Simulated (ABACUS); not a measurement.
# Nb (Fm-3m) in ABACUS: a series of runs

One crystal, Nb, is run at these levels: PBE; tasks: equation of state.

Program: ABACUS 3.10.1. These are calculated values, not measurements. Logs are shortened: lines on timing, memory, paths and dates and some standing lists are left out, and cuts for length are marked.

## (1) Starting point

It takes space group Fm-3m (No. 225, cubic). Conventional cell: a = 4.230 Å, b = 4.230 Å, c = 4.230 Å, α = 90.00°, β = 90.00°, γ = 90.00°. Around Nb (site symmetry m-3m) lie 12 Nb at 2.99 Å.

This isn't the form of Nb at room conditions, which is bcc.

## (2) Equation of state, PBE, 17.79 Å³/atom (volume scaled by 0.94)

Input file INPUT:

```
INPUT_PARAMETERS
suffix              Nb
calculation         scf
basis_type          lcao
pseudo_dir          ./
orbital_dir         ./
symmetry            1
dft_functional      pbe
ecutwfc             100
pseudo_rcut         10
nspin               1
nbands              11
ks_solver           genelpa
smearing_method     fd
smearing_sigma      0.00367493
scf_thr             1e-07
scf_nmax            100
mixing_type         broyden
mixing_beta         0.7
cal_force           1
cal_stress          1
out_mul             1
```

Input file STRU:

```
ATOMIC_SPECIES
Nb 92.9064 Nb.upf

NUMERICAL_ORBITAL
Nb_confined-atom_7au_4s3p3d1f.orb

LATTICE_CONSTANT
1.8897261246

LATTICE_VECTORS
0.0000000000 2.0718246199 2.0718246199
2.0718246199 0.0000000000 2.0718246199
2.0718246199 2.0718246199 0.0000000000

ATOMIC_POSITIONS
Direct

Nb
0.0
1
0.0000000000 0.0000000000 0.0000000000 1 1 1
```

Input file KPT:

```
K_POINTS
0
Gamma
11 11 11 0 0 0
```

Potentials or basis: PseudoDojo NC SR 0.4.1 PBE standard, TZDP LCAO (the cutoffs set its grid).

Run with:

```bash
$ OMP_NUM_THREADS=1 mpirun -np 4 abacus > log
```

running log:

```text
ABACUS v3.10.1

               Atomic-orbital Based Ab-initio Computation at UStc

 ------------------------------------------------------------------------------------

 READING GENERAL INFORMATION
                           global_out_dir = OUT.Nb/
                           global_in_card = INPUT
                               pseudo_dir = ./
                              orbital_dir = ./
                                    DSIZE = 4
                                    GSIZE = 1

 READING UNITCELL INFORMATION
                                    ntype = 1
                  lattice constant (Bohr) = 1.88973
              lattice constant (Angstrom) = 1

 READING ATOM TYPE 1
                               atom label = Nb
                      L=0, number of zeta = 4
                      L=1, number of zeta = 3
                      L=2, number of zeta = 3
                      L=3, number of zeta = 1
             number of atom for this type = 1

                        TOTAL ATOM NUMBER = 1
DIRECT COORDINATES
    atom                   x                   y                   z     mag                  vx                  vy                  vz
taud_Nb1            0.0000000000        0.0000000000        0.0000000000  0.0000        0.0000000000        0.0000000000        0.0000000000

                          Volume (Bohr^3) = 120.029
                             Volume (A^3) = 17.7864

 Lattice vectors: (Cartesian coordinate: in unit of a_0)
                   +0            +2.07182            +2.07182
             +2.07182                  +0            +2.07182
             +2.07182            +2.07182                  +0
 Reciprocal vectors: (Cartesian coordinate: in unit of 2 pi/a_0)
            -0.241333           +0.241333           +0.241333
            +0.241333           -0.241333           +0.241333
            +0.241333           +0.241333           -0.241333
 The esolver type has been set to : ksdft_lcao

                PAO radial cut off (Bohr) = 10

 Read in pseudopotential file is Nb.upf
                     pseudopotential type = NC
          exchange-correlation functional = PBE
                 nonlocal core correction = 1
                        valence electrons = 13
                                     lmax = 2
                           number of zeta = 4
                     number of projectors = 6
                           L of projector = 0
                           L of projector = 0
                           L of projector = 1
                           L of projector = 1
                           L of projector = 2
                           L of projector = 2
     initial pseudo atomic orbital number = 10

 SETUP THE ELECTRONS NUMBER
            electron number of element Nb = 13
      total electron number of element Nb = 13
            AUTOSET number of electrons:  = 13
                           occupied bands = 7
                                   NLOCAL = 35
                                   NBANDS = 11
                                   NBANDS = 11
                                   NLOCAL = 35

%%%%%%%%%%%%%%%%%%%%%%%%%%%%%%%%%%%%%%%%%%%%%%%%%%%%%%%%%%%%%%%%%%%%%%%%%%%%%%%%%%%%%%%%%%%%%%%%%%%%%%%%%%
 Warning: the number of valence electrons in pseudopotential > 5 for Nb: [Kr] 4d4 5s1
 Pseudopotentials with additional electrons can yield (more) accurate outcomes, but may be less efficient.
 If you're confident that your chosen pseudopotential is appropriate, you can safely ignore this warning.
%%%%%%%%%%%%%%%%%%%%%%%%%%%%%%%%%%%%%%%%%%%%%%%%%%%%%%%%%%%%%%%%%%%%%%%%%%%%%%%%%%%%%%%%%%%%%%%%%%%%%%%%%%

 SETUP THE PLANE WAVE BASIS
 energy cutoff for charge/potential (unit:Ry) = 400
            fft grid for charge/potential = [ 36, 36, 36 ]
                        fft grid division = [ 3, 3, 3 ]
        big fft grid for charge/potential = [ 12, 12, 12 ]
                                     nbxx = 432
                                     nrxx = 11664

 SETUP PLANE WAVES FOR CHARGE/POTENTIAL
                    number of plane waves = 16361
                         number of sticks = 847

 PARALLEL PW FOR CHARGE/POTENTIAL
     PROC   COLUMNS(POT)             PW
        1            211           4088
        2            212           4091
        3            212           4091
        4            212           4091
 --------------- sum -------------------
        4            847          16361
                            number of |g| = 205
                                  max |g| = 36.1099
                                  min |g| = 0.465934

----------- Double Check Mixing Parameters Begin ------------
mixing_type: broyden
[... 47 lines left out ...]
                                    ibrav = 2
                       right hand lattice = 1
                        ROTATION MATRICES = 48
                               nkstot_ibz = 56
K-POINTS REDUCTION ACCORDING TO SYMMETRY
     IBZ    DIRECT_X    DIRECT_Y    DIRECT_Z  WEIGHT  ibz2bz
       1  0.00000000  0.00000000  0.00000000  0.0008       0
       2  0.09090909  0.09090909  0.09090909  0.0060       1
       3  0.18181818  0.18181818  0.18181818  0.0060       2
       4  0.27272727  0.27272727  0.27272727  0.0060       3
       5  0.36363636  0.36363636  0.36363636  0.0060       4
       6  0.45454545  0.45454545  0.45454545  0.0060       5
[... 22 lines left out ...]
      29 -0.36363636  0.36363636  0.36363636  0.0180      40
      30 -0.45454545  0.27272727  0.27272727  0.0090      41
[... 26 further k points ...]

                               nkstot now = 56
[... K-POINTS DIRECT COORDINATES: 56 rows ...]

           k-point number in this process = 56
       minimum distributed K point number = 56
[... stars of the k points ...]

[... K-POINTS CARTESIAN COORDINATES: 56 rows ...]

[... K-POINTS DIRECT COORDINATES: 56 rows ...]

 SETUP PLANE WAVES FOR WAVE FUNCTIONS
     energy cutoff for wavefunc (unit:Ry) = 100
              fft grid for wave functions = [ 36, 36, 36 ]
                    number of plane waves = 2837
                         number of sticks = 265

 PARALLEL PW FOR WAVE FUNCTIONS
     PROC   COLUMNS(POT)             PW
        1             67            709
        2             67            709
        3             67            709
        4             64            710
 --------------- sum -------------------
        4            265           2837

 SET NONLOCAL PSEUDOPOTENTIAL PROJECTORS
 max number of nonlocal projetors among all species is 6

 -------------------------------------------
 SELF-CONSISTENT
 -------------------------------------------

 SETUP SEARCHING RADIUS FOR PROGRAM TO SEARCH ADJACENT ATOMS
                  longest orb rcut (Bohr) = 7
   longest nonlocal projector rcut (Bohr) = 1.54
                     search radius (Bohr) = 17.1
              searching radius is (Bohr)) = 17.1
         searching radius unit is (Bohr)) = 1.89
                         PeriodicBoundary = 1
                        Radius(unit:lat0) = 9.04
                                   glayer = [ 5, 5, 5 ]
                             glayer_minus = [ 4, 4, 4 ]

Find the coordinate range of the input atom(unit:lat0).
                                  min_tau = [ -16.6, -16.6, -16.6 ]
                                  max_tau = [ 16.6, 16.6, 16.6 ]
                                BoxNumber = [ 9, 9, 9 ]

 SETUP EXTENDED REAL SPACE GRID FOR GRID INTEGRATION
                          real space grid = [ 36, 36, 36 ]
                 big cell numbers in grid = [ 12, 12, 12 ]
             meshcell numbers in big cell = [ 3, 3, 3 ]
                        extended fft grid = [ 19, 19, 19 ]
                dimension of extened grid = [ 51, 51, 51 ]
                            UnitCellTotal = 125
              Atom number in sub-FFT-grid = 1
    Local orbitals number in sub-FFT-grid = 35
                                ParaV.nnr = 30132
                                 init_chg = atomic

 LCAO ALGORITHM --------------- ION=   1  ELEC=   1--------------------------------

 Density error is 0.0883542071773
----------------------------------------------------------
     Energy           Rydberg                 eV
----------------------------------------------------------
 E_KohnSham     -124.5273812211      -1694.2819416256
 E_Harris       -126.2606611501      -1717.8644248891
 E_Fermi        1.4192042982         19.3092650812
----------------------------------------------------------
[... 58 lines left out ...]
 Density error is 3.43297245029e-08
----------------------------------------------------------
     Energy           Rydberg                 eV
----------------------------------------------------------
 E_KohnSham     -124.5433190493      -1694.4987869025
 E_KS(sigma->0) -124.5429079071      -1694.4931930255
 E_Harris       -124.5433185092      -1694.4987795546
 E_band         -4.4926141031        -61.1251507172
 E_one_elec     -14.1790650016       -192.9160763341
 E_Hartree      14.7340220800        200.4666547461
 E_xc           -26.1439611705       -355.7068402095
 E_Ewald        -98.9534926728       -1346.3313373510
 E_entropy(-TS) -0.0008222845        -0.0111877540
 E_descf        0.0000000000         0.0000000000
 E_exx          0.0000000000         0.0000000000
 E_Fermi        1.3705038339         18.6466612721
----------------------------------------------------------

 charge density convergence is achieved
 final etot is -1694.4987869 eV
 EFERMI = 18.646661272 eV

 STATE ENERGY(eV) AND OCCUPATIONS    NSPIN == 1
 1/56 kpoint (Cartesian) = 0.0000 0.0000 0.0000 (520 pws)
       1       -36.1112     0.00150263
       2       -11.4052     0.00150263
       3       -11.4052     0.00150263
       4       -11.4052     0.00150263
       5        12.3745     0.00150263
       6        18.7012    0.000377862
       7        18.7012    0.000377862
       8        18.7012    0.000377862
       9        21.4953    2.71709e-28
      10        21.4953    2.71709e-28
      11        30.6030        0.00000
[... 53 lines left out ...]
 6/56 kpoint (Cartesian) = 0.10970 0.10970 0.10970 (505 pws)
       1       -35.8746      0.0120210
       2       -12.7857      0.0120210
       3       -11.5825      0.0120210
       4       -11.5825      0.0120210
       5        14.6115      0.0120210
       6        18.5273      0.0110100
       7        18.5273      0.0110100
       8        20.0397    9.54582e-15
       9        23.4864    1.10341e-44
      10        23.4864    1.10341e-44
      11        29.7760        0.00000

[... levels at 50 further k points ...]

 correction force for each atom along direction 1 is 9.93397e-14
 correction force for each atom along direction 2 is -4.74813e-13
 correction force for each atom along direction 3 is -9.49814e-14
------------------------------------------------------------------------------------------
 TOTAL-FORCE (eV/Angstrom)
------------------------------------------------------------------------------------------
                       Nb1         0.0000000000         0.0000000000         0.0000000000
------------------------------------------------------------------------------------------

----------------------------------------------------------------
 TOTAL-STRESS (KBAR)
----------------------------------------------------------------
        92.1440611999         0.0000000000         0.0000000000
         0.0000000000        92.1440611999        -0.0000000000
        -0.0000000000        -0.0000000000        92.1440611999
----------------------------------------------------------------
 TOTAL-PRESSURE: 92.144061 KBAR

 --------------------------------------------
 !FINAL_ETOT_IS -1694.4987869024753309 eV
 --------------------------------------------
```

It took 3 s on 4 MPI ranks of INTEL XEON PLATINUM 8581C at 2.30GHz (Emerald Rapids), shared host; peak memory 0.4 GiB.

Results:

```yaml
Free_energy: -1694.4988 eV
Pressure: 9.2 GPa
Band_gap_on_the_k_mesh: none (metal or under the smearing width)
```

Caveat: the atomic orbitals were generated for these runs and aren't a published set; the basis of atomic orbitals isn't converged, which shifts pressures, moduli and gaps.

## (3) Equation of state, PBE, 18.16 Å³/atom (volume scaled by 0.96)

INPUT is that of step 2.

Input file STRU:

```
ATOMIC_SPECIES
Nb 92.9064 Nb.upf

NUMERICAL_ORBITAL
Nb_confined-atom_7au_4s3p3d1f.orb

LATTICE_CONSTANT
1.8897261246

LATTICE_VECTORS
0.0000000000 2.0864154149 2.0864154149
2.0864154149 0.0000000000 2.0864154149
2.0864154149 2.0864154149 0.0000000000

ATOMIC_POSITIONS
Direct

Nb
0.0
1
0.0000000000 0.0000000000 0.0000000000 1 1 1
```

KPT is that of step 2.

Potentials or basis: PseudoDojo NC SR 0.4.1 PBE standard, TZDP LCAO (the cutoffs set its grid).

Run with:

```bash
$ OMP_NUM_THREADS=1 mpirun -np 4 abacus > log
```

Run time: 2.9 s. Hardware: 4 MPI ranks of INTEL XEON PLATINUM 8581C at 2.30GHz (Emerald Rapids), shared host; peak memory 0.4 GiB.

It converged, with:

```
Free energy            : -1694.5157 eV
Pressure               : 5.1 GPa
Band gap on the k mesh : none (metal or under the smearing width)
```

Caveat: the atomic orbitals were generated for these runs and aren't a published set; the basis of atomic orbitals isn't converged, which shifts pressures, moduli and gaps.

## (4) Equation of state, PBE, 18.54 Å³/atom (volume scaled by 0.98)

INPUT is that of step 3.

Input file STRU:

```
ATOMIC_SPECIES
Nb 92.9064 Nb.upf

NUMERICAL_ORBITAL
Nb_confined-atom_7au_4s3p3d1f.orb

LATTICE_CONSTANT
1.8897261246

LATTICE_VECTORS
0.0000000000 2.1008049414 2.1008049414
2.1008049414 0.0000000000 2.1008049414
2.1008049414 2.1008049414 0.0000000000

ATOMIC_POSITIONS
Direct

Nb
0.0
1
0.0000000000 0.0000000000 0.0000000000 1 1 1
```

KPT is that of step 3.

Run with:

```bash
$ OMP_NUM_THREADS=1 mpirun -np 4 abacus > log
```

It took 2.9 s on 4 MPI ranks of INTEL XEON PLATINUM 8581C at 2.30GHz (Emerald Rapids), shared host; peak memory 0.4 GiB.

The run converged. Its results:

```
Free energy            : -1694.5233 eV
Pressure               : 1.4 GPa
Band gap on the k mesh : none (metal or under the smearing width)
```

Caveat: the atomic orbitals were generated for these runs and aren't a published set; the basis of atomic orbitals isn't converged, which shifts pressures, moduli and gaps.

## (5) Equation of state, PBE, 18.92 Å³/atom

INPUT is that of step 4.

Input file STRU:

```
ATOMIC_SPECIES
Nb 92.9064 Nb.upf

NUMERICAL_ORBITAL
Nb_confined-atom_7au_4s3p3d1f.orb

LATTICE_CONSTANT
1.8897261246

LATTICE_VECTORS
0.0000000000 2.1150000000 2.1150000000
2.1150000000 0.0000000000 2.1150000000
2.1150000000 2.1150000000 0.0000000000

ATOMIC_POSITIONS
Direct

Nb
0.0
1
0.0000000000 0.0000000000 0.0000000000 1 1 1
```

KPT is that of step 4.

Run with:

```bash
$ OMP_NUM_THREADS=1 mpirun -np 4 abacus > log
```

It took 2.8 s on 4 MPI ranks of INTEL XEON PLATINUM 8581C at 2.30GHz (Emerald Rapids), shared host; peak memory 0.4 GiB.

The run converged. Its results:

```
Free energy            : -1694.5228 eV
Pressure               : -1.9 GPa
Band gap on the k mesh : none (metal or under the smearing width)
```

Caveat: the atomic orbitals were generated for these runs and aren't a published set; the basis of atomic orbitals isn't converged, which shifts pressures, moduli and gaps.

## (6) Equation of state, PBE, 19.30 Å³/atom (volume scaled by 1.02)

INPUT is that of step 5.

Input file STRU:

```
ATOMIC_SPECIES
Nb 92.9064 Nb.upf

NUMERICAL_ORBITAL
Nb_confined-atom_7au_4s3p3d1f.orb

LATTICE_CONSTANT
1.8897261246

LATTICE_VECTORS
0.0000000000 2.1290070307 2.1290070307
2.1290070307 0.0000000000 2.1290070307
2.1290070307 2.1290070307 0.0000000000

ATOMIC_POSITIONS
Direct

Nb
0.0
1
0.0000000000 0.0000000000 0.0000000000 1 1 1
```

KPT is that of step 5.

Potentials or basis: PseudoDojo NC SR 0.4.1 PBE standard, TZDP LCAO (the cutoffs set its grid).

Run with:

```bash
$ OMP_NUM_THREADS=1 mpirun -np 4 abacus > log
```

Run time: 3.4 s. Hardware: 4 MPI ranks of INTEL XEON PLATINUM 8581C at 2.30GHz (Emerald Rapids), shared host; peak memory 0.4 GiB.

Results (log left out):

| Item | Value |
| --- | --- |
| Free energy | -1694.5147 eV |
| Pressure | -4.9 GPa |
| Band gap on the k mesh | none (metal or under the smearing width) |

Caveat: the atomic orbitals were generated for these runs and aren't a published set; the basis of atomic orbitals isn't converged, which shifts pressures, moduli and gaps.

## (7) Equation of state, PBE, 19.68 Å³/atom (volume scaled by 1.04)

INPUT is that of step 6.

Input file STRU:

```
ATOMIC_SPECIES
Nb 92.9064 Nb.upf

NUMERICAL_ORBITAL
Nb_confined-atom_7au_4s3p3d1f.orb

LATTICE_CONSTANT
1.8897261246

LATTICE_VECTORS
0.0000000000 2.1428321391 2.1428321391
2.1428321391 0.0000000000 2.1428321391
2.1428321391 2.1428321391 0.0000000000

ATOMIC_POSITIONS
Direct

Nb
0.0
1
0.0000000000 0.0000000000 0.0000000000 1 1 1
```

KPT is that of step 6.

Run with:

```bash
$ OMP_NUM_THREADS=1 mpirun -np 4 abacus > log
```

Run time: 3.4 s. Hardware: 4 MPI ranks of INTEL XEON PLATINUM 8581C at 2.30GHz (Emerald Rapids), shared host; peak memory 0.4 GiB.

The run converged. Its results:

* Free energy: -1694.4999 eV
* Pressure: -7.6 GPa
* Band gap on the k mesh: none (metal or under the smearing width)

Caveat: the atomic orbitals were generated for these runs and aren't a published set; the basis of atomic orbitals isn't converged, which shifts pressures, moduli and gaps.

## (8) Equation of state, PBE, 20.06 Å³/atom (volume scaled by 1.06)

INPUT is that of step 7.

Input file STRU:

```
ATOMIC_SPECIES
Nb 92.9064 Nb.upf

NUMERICAL_ORBITAL
Nb_confined-atom_7au_4s3p3d1f.orb

LATTICE_CONSTANT
1.8897261246

LATTICE_VECTORS
0.0000000000 2.1564811194 2.1564811194
2.1564811194 0.0000000000 2.1564811194
2.1564811194 2.1564811194 0.0000000000

ATOMIC_POSITIONS
Direct

Nb
0.0
1
0.0000000000 0.0000000000 0.0000000000 1 1 1
```

KPT is that of step 7.

Run with:

```bash
$ OMP_NUM_THREADS=1 mpirun -np 4 abacus > log
```

Wall time 3.4 s (4 MPI ranks of INTEL XEON PLATINUM 8581C at 2.30GHz (Emerald Rapids), shared host); peak memory 0.4 GiB.

The run converged. Its results:

```yaml
Free_energy: -1694.4789 eV
Pressure: -10.0 GPa
Band_gap_on_the_k_mesh: none (metal or under the smearing width)
```

Caveat: the atomic orbitals were generated for these runs and aren't a published set; the basis of atomic orbitals isn't converged, which shifts pressures, moduli and gaps.

## (9) Equation of state, PBE

Potentials or basis: PseudoDojo NC SR 0.4.1 PBE standard, TZDP LCAO (the cutoffs set its grid).

No new run: the results of the series are fitted here.

Results:

```yaml
Equilibrium_volume: 18.70 Å³/atom
Bulk_modulus: 166 GPa
Pressure_derivative_of_the_bulk_modulus: 3.9
```

Energy against volume, from the lowest point:
| volume (Å³/atom) | energy (meV/atom) |
| --- | --- |
| 17.786 | 24.51 |
| 18.165 | 7.62 |
| 18.543 | 0.00 |
| 18.922 | 0.51 |
| 19.300 | 8.60 |
| 19.679 | 23.38 |
| 20.057 | 44.36 |

Caveat: the atomic orbitals were generated for these runs and aren't a published set; the basis of atomic orbitals isn't converged, which shifts pressures, moduli and gaps.
